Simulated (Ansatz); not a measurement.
# ZrO2 (Fm-3m): scan of one input key

Aim: a scan of one input key, for ZrO2 (Fm-3m), run from a script.

The COD entry's cell or inner coordinates are ideal or old and differ from later refinements, so a difference from it is no clean test against experiment.

All numbers are computed with Ansatz 0.2.0 through its Python package. Level of theory: DFT PBE, plane waves, PAW.

### 1 The structure

Symmetry: Fm-3m, No. 225, cubic system. The conventional cell has a = 5.070 Å, b = 5.070 Å, c = 5.070 Å, α = 90.00°, β = 90.00°, γ = 90.00°. Zr (site symmetry m-3m) is surrounded by 8 O at 2.20 Å. O (site symmetry -43m) has 4 Zr at 2.20 Å as nearest neighbours.

The script reads zro2.extxyz:

```xyz
3
Lattice="0.0 2.535 2.535 2.535 0.0 2.535 2.535 2.535 0.0" Properties=species:S:1:pos:R:3 pbc="T T T"
Zr    0.00000000    0.00000000    0.00000000
O     1.26750000    1.26750000    1.26750000
O     3.80250000    3.80250000    3.80250000
```

### 2 The code

Contents of zro2.py:

```python
"""Editing single keys of the input for ZrO2."""

import ansatz as az
import pandas as pd

system = az.Crystal.from_extxyz("zro2.extxyz")

setup = (
    system.calculation()
    .functional("pbe")
    .basis(41 * az.Ry)
    .kpoints(5, 5, 5)
    .occupations("Fixed")
    .band_table()
)
typed = setup.input()
rows = []
for value in [0.1, 0.3, 0.6]:
    edited = typed.set(az.key.scf.mixing.beta, value)
    data = az.Session.from_dict(edited).plan().execute().report
    rows.append((value, data["free_energy_ev"], data["n_iterations"], len(data["eigenvalues_ev"][0]) if "eigenvalues_ev" in data else 0))
print(pd.DataFrame(rows, columns=["beta", "F eV", "iterations", "bands listed"]).round(4).to_string(index=False))
```

### 3 The calls as engine input

The package turns the script's settings into the engine's input (first run):

```yaml
crystal:
  lattice:
    - [0.0, 2.535, 2.535]
    - [2.535, 0.0, 2.535]
    - [2.535, 2.535, 0.0]
  atoms:
    - { symbol: Zr, position: [0.0, 0.0, 0.0] }
    - { symbol: O, position: [0.25, 0.25, 0.25] }
    - { symbol: O, position: [0.75, 0.75, 0.75] }
basis:
  ecutwfc: 557.833418042754
kpoints:
  mp_grid:
    grid: [5, 5, 5]
hamiltonian:
  xc: pbe
scf:
  occupations:
    method: fixed
  mixing:
    beta: 0.1
output:
  eigenvalues: true
```

### 4 Running it

Command:

```
python zro2.py
```

**Question.** What results will this script give? Wanted: last run but one, from the last.

The runs gave:

| quantity | value |
| --- | --- |
| runs compared | 3 |
| last run but one, from the last | -0.00 meV/atom |
| within 5 meV/atom of the last run from | 0.1 |

**Reading.** This key steers the way to self-consistency, not the converged energy. Reading the output:
- Spin is left out of this run.
- The k-point mesh is coarse, and energy and stress weren't tested for convergence.
- Of the deposited cell: the entry's cell lengths or inner coordinates differ somewhat from later room-temperature determinations.
